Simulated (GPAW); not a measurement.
The system is Sb.

```
CELL_PARAMETERS angstrom
0.00000 2.37124 2.37124
2.37124 0.00000 2.37124
2.37124 2.37124 0.00000
ATOMIC_POSITIONS crystal
Sb 0.00000 0.00000 0.00000
```

This isn't the form of Sb at room conditions, which is rhombohedral.

```yaml
Program: GPAW 26.7.0
Task: relaxation of cell and atoms
Functional: RPBE
Potentials_or_basis: the program's PAW data sets (release 1.2.1) made for this functional
Cutoff: 600 eV
Basis: pw
k_mesh: 8 × 8 × 8
Occupations: fermi-dirac, width 0.05 eV
Spin: no spin polarisation
```

At the start: pressure 3.6 GPa; volume 26.67 Å³/atom.

**Question.** How do energy, volume and symmetry change on relaxing?

**Answer.** Over 3 steps the energy falls by 17.2 meV/atom and the volume is 28.13 Å³/atom (+5.5 %); space group Fm-3m (No. 225, to 0.05 Å).

The path:
```tsv
step	energy change (eV)	largest force (eV/Å)	pressure (GPa)	volume (Å³)
1	0.0000	0.0000	3.56	26.67
2	-0.0120	0.0000	1.82	27.35
3	-0.0172	0.0000	0.10	28.13
```

Final structure:
```
Sb
1.0
     0.00000    2.41372    2.41372
     2.41372    0.00000    2.41372
     2.41372    2.41372    0.00000
Sb
1
Direct
  0.00000 0.00000 0.00000
```

Caveat: later steps reuse the first step's grids.
